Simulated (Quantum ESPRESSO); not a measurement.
# Dipole at the next field: honeycomb SnTe, 2 layers, AA stacking

How the rows were computed: Quantum ESPRESSO 7.5, vdW-DF-cx, GBRV ultrasoft, PBE files; sawtooth field along the normal with dipole correction, ions clamped, threshold 1e-9 Ry; cell area 14.945 Å².

| field (V/Å) | dipole (e Å a cell) |
| --- | --- |
| 0 | 0.09177 |
| 0.1 | 0.16633 |
| 0.2 | 0.24055 |

To predict: What is the dipole at −0.2 V/Å, and what electrostatic thickness 4πα/A follows from the rows?

**Fit.** The slope is (0.24055 − (0.09177))/0.2 = 0.7439 e Å²/V, so 4πα/A = 180.95 × 0.7439/14.945 = 9.01 Å. Linear response gives p = 0.09177 + 0.7439 × (−0.2) = −0.05701 e Å; a parabola through the three rows gives −0.05837.

**Check.** p = −0.05773 e Å. The line misses by 0.5 % of the induced dipole and the parabola by 0.4 %. The response is linear over this range.

**Limits.** Electrons alone respond; local and semilocal functionals tend to overscreen.
